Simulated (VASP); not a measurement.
# SiC (F-43m) in VASP: a series of runs, part 2 of 2

VASP 6.6.1. The steps go on from the part before.

**3. Relaxation of cell and atoms, PBE**

This run uses another cell than the first one, of 10.50 Å³/atom, 1.015 times its volume.

The input, INCAR:

```
SYSTEM = SiC
  ALGO = Normal
  EDIFF = 1E-7
  EDIFFG = -0.002
  ENCUT = 520
  GGA = PE
  IBRION = 2
  ISIF = 3
  ISMEAR = 0
  KPAR = 4
  LASPH = .True.
  LCHARG = .False.
  LREAL = .False.
  LWAVE = .False.
  NELM = 100
  NSW = 80
  PREC = Accurate
  SIGMA = 0.02
```

The input, KPOINTS:

```
k-points
0
Gamma
  12 12 12
  0 0 0
```

The input, POSCAR:

```
SiC                                     
1.0
   -0.0000000000      2.1897021501      2.1897021501
    2.1897021501      0.0000000000      2.1897021501
    2.1897021501      2.1897021501      0.0000000000
  Si              C             
     1     1
Direct
     0.0000000000000000    0.0000000000000000    0.0000000000000000
     0.2500000000000000    0.2500000000000000    0.2500000000000000
```

Potentials or basis: VASP PAW PBE potentials, release 64 (Si, C).

Launch:

```sh
cat potpaw_PBE.64/Si/POTCAR potpaw_PBE.64/C/POTCAR > POTCAR
mpirun -np 4 vasp_std > vasp.out
```

OUTCAR:

```text
SYSTEM = SiC
   EDIFF = 1E-7
   EDIFFG = -0.002
   ENCUT = 520
   GGA = PE
   IBRION = 2
   ISIF = 3
   ISMEAR = 0
   LASPH = .True.
   LREAL = .False.
   NELM = 100
   NSW = 80
   PREC = Accurate

 ion  position               nearest neighbor table
   1  0.000  0.000  0.000-   2 1.90   2 1.90   2 1.90   2 1.90
   2  0.250  0.250  0.250-   1 1.90   1 1.90   1 1.90   1 1.90

  LATTYP: Found a face centered cubic cell.
 ALAT       =     4.3794043002

  Lattice vectors:

 A1 = (   0.0000000000,   2.1897021501,   2.1897021501)
 A2 = (   2.1897021501,   0.0000000000,   2.1897021501)
 A3 = (   2.1897021501,   2.1897021501,   0.0000000000)

Analysis of symmetry for initial positions (statically):
=====================================================================
 Subroutine PRICEL returns:
 Original cell was already a primitive cell.

 Routine SETGRP: Setting up the symmetry group for a
 face centered cubic supercell.

 Subroutine GETGRP returns: Found 24 space group operations
 (whereof 24 operations were pure point group operations)
 out of a pool of 48 trial point group operations.

The static configuration has the point symmetry T_d .

Analysis of symmetry for dynamics (positions and initial velocities):
=====================================================================
 Subroutine PRICEL returns:
 Original cell was already a primitive cell.

 Routine SETGRP: Setting up the symmetry group for a
 face centered cubic supercell.

 Subroutine GETGRP returns: Found 24 space group operations
 (whereof 24 operations were pure point group operations)
 out of a pool of 48 trial point group operations.

The dynamic configuration has the point symmetry T_d .

 Subroutine INISYM returns: Found 24 space group operations
 (whereof 24 operations are pure point group operations),
 and found     1 'primitive' translations

[... 116 lines left out ...]
  Fermi-wavevector in a.u.,A,eV,Ry     =   1.186797  2.242721 19.163632  1.408487
  Thomas-Fermi vector in A             =   2.322962
   LORBIT       =      0    0 simple, 1 ext, 2 COOP (PROOUT), +10 PAW based schemes
   GGA     = PE    functional components
   LHFCALC =     F    Hartree Fock is set to
   AEXX    =    0.0000 exact exchange contribution
   IVDW    =     0    specifies the selected vdW correction
   LEPSILON=     F    determine dielectric tensor
   LRPA    =     F    only Hartree local field effects (RPA)
 conjugate gradient relaxation of ions
 non-spin polarized calculation
 Gauss-broadening in eV      SIGMA  =   0.02
  energy-cutoff  :      520.00
  volume of cell :       21.00
 maximum number of plane-waves:       588
   NGX = 11   NGY = 11   NGZ = 11

 number of electron       8.0000001 magnetization

 Free energy of the ion-electron system (eV)
  ---------------------------------------------------
  ext. energy  EPLUGINS =         0.00000000
  ---------------------------------------------------
  free energy    TOTEN  =       -15.06096153 eV

  energy without entropy =      -15.06096153  energy(sigma->0) =      -15.06096153

 E-fermi :   8.0262     XC(G=0): -11.2921

 val. band max:        7.9427201635   @ k =   0.0000   0.0000   0.0000
 cond. band min:       9.3132730864   @ k =   0.5000   0.5000   0.0000
 fundamental gap:      1.3705529229
 Fermi energy:         8.0261593628

 k-point     1 :       0.0000    0.0000    0.0000
  band No.  band energies     occupation
      1      -7.3456      2.00000
      2       7.9427      2.00000
      3       7.9427      2.00000
      4       7.9427      2.00000
      5      14.0046      0.00000
      6      15.1488      0.00000
      7      15.1488      0.00000
      8      15.1488      0.00000
[... 243 lines left out ...]
 k-point    24 :      -0.4167    0.1667    0.0000
  band No.  band energies     occupation
      1      -3.5138      2.00000
      2       0.0051      2.00000
      3       4.8757      2.00000
      4       6.4408      2.00000
      5      13.0399      0.00000
      6      15.5608      0.00000
      7      16.4087      0.00000
      8      18.9826      0.00000

 [... further k-points ...]

------------------------ aborting loop because EDIFF is reached ----------------------------------------

  FORCE on cell =-STRESS in cart. coord.  units (eV):
  Direction    XX          YY          ZZ          XY          YZ          ZX
  --------------------------------------------------------------------------------------
  -------------------------------------------------------------------------------------
  Total       -0.0003739     -0.0003739     -0.0003739     -0.0000000     -0.0000000      0.0000000
  in kB       -0.0285288     -0.0285288     -0.0285288     -0.0000000     -0.0000000      0.0000000
  external PRESSURE =      -0.0285288 kB  Pullay stress =       0.0000000 kB

 VOLUME and BASIS-vectors are now :
 -----------------------------------------------------------------------------
  energy-cutoff  :      520.00
  volume of cell :       21.00
      direct lattice vectors                 reciprocal lattice vectors
     0.000000000  2.189702150  2.189702150    -0.228341558  0.228341558  0.228341558
     2.189702150  0.000000000  2.189702150     0.228341558 -0.228341558  0.228341558
     2.189702150  2.189702150  0.000000000     0.228341558  0.228341558 -0.228341558

 POSITION                                       TOTAL-FORCE (eV/Angst)
 -----------------------------------------------------------------------------------
      0.00000      0.00000      0.00000         0.000000     -0.000000     -0.000000
      1.09485      1.09485      1.09485        -0.000000      0.000000      0.000000
 -----------------------------------------------------------------------------------
    total drift:                                0.000000      0.000000      0.000000

  FREE ENERGIE OF THE ION-ELECTRON SYSTEM (eV)
  ---------------------------------------------------
  free  energy   TOTEN  =       -15.0609615303 eV

  energy  without entropy=      -15.0609615303  energy(sigma->0) =      -15.06096153

 reached required accuracy - stopping structural energy minimisation
```

CONTCAR:

```text
SiC
   1.00000000000000
     0.0000000000000000    2.1897021501000000    2.1897021501000000
     2.1897021501000000    0.0000000000000000    2.1897021501000000
     2.1897021501000000    2.1897021501000000    0.0000000000000000
  Si              C
     1     1
Direct
     0.0000000000000000    0.0000000000000000    0.0000000000000000
     0.2500000000000000    0.2500000000000000    0.2500000000000000

  0.00000000E+00  0.00000000E+00  0.00000000E+00
  0.00000000E+00  0.00000000E+00  0.00000000E+00
```

Wall time 5.6 s (4 MPI ranks of AMD EPYC 7R13 (Zen 3), shared host); peak memory 0.11 GiB.

What came out:

```
Free energy             : -15.0610 eV
Pressure after relaxing : 0.0 GPa
Band gap on the k mesh  : 1.37 eV, indirect (least direct gap 4.53 eV)
```

Final structure:
```
Si C
1.0
     0.00000    2.18970    2.18970
     2.18970    0.00000    2.18970
     2.18970    2.18970    0.00000
Si C
1 1
Direct
  0.00000 0.00000 0.00000
  0.25000 0.25000 0.25000
```

Caveat: the relaxation stopped at its first step, so nothing moved. A k mesh can miss the band edges.
